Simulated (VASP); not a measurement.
Write the native input for VASP 6.6.1 that does the following.

| Property | Result |
| --- | --- |
| Task | single point |
| Functional | PBE |
| Potentials or basis | VASP PAW PBE potentials, release 64 (Pt) |
| Cutoff | 520 eV |
| k mesh | 18 × 18 × 10 |
| Occupations | gaussian, width 0.15 eV |
| Spin | no spin polarisation |
| Dipole correction | no |
| Further INCAR settings | ALGO = Normal; EDIFF = 1e-06; NBANDS = 17 |

The structure of Pt lies in POSCAR:

```
Pt
1.0
    2.7585396153      0.0000000000      0.0000000000
   -1.3792698077      2.3889653842      0.0000000000
    0.0000000000      0.0000000000      4.7813829964
Pt
2
Direct
    0.6666666667      0.3333333333      0.7500000000
    0.3333333333      0.6666666667      0.2500000000
```

This isn't the form of Pt at room conditions, which is fcc.

The input as run:

INCAR

```
SYSTEM = Pt
ALGO = Normal ; EDIFF = 1E-6
ENCUT = 520 ; GGA = PE
ISIF = 2 ; ISMEAR = 0
LASPH = .TRUE. ; LCHARG = .FALSE.
LREAL = .FALSE. ; LWAVE = .FALSE.
NBANDS = 17 ; NELM = 100
PREC = Accurate ; SIGMA = 0.15
```

KPOINTS

```
k-points
0
G
  18 18 10
  0 0 0
```

Potentials or basis: VASP PAW PBE potentials, release 64 (Pt).

Run with:

```bash
$ cat potpaw_PBE.64/Pt/POTCAR > POTCAR
$ mpirun -np 1 vasp_std > vasp.out
```

It gave:

```yaml
Pressure: -0.4 GPa
Band_gap_on_the_k_mesh: none (metal or under the smearing width)
```

Wall time 48 s on 1 thread of Intel(R) Xeon(R) Platinum 8488C (Sapphire Rapids) (shared host), peak memory 0.22 GiB.
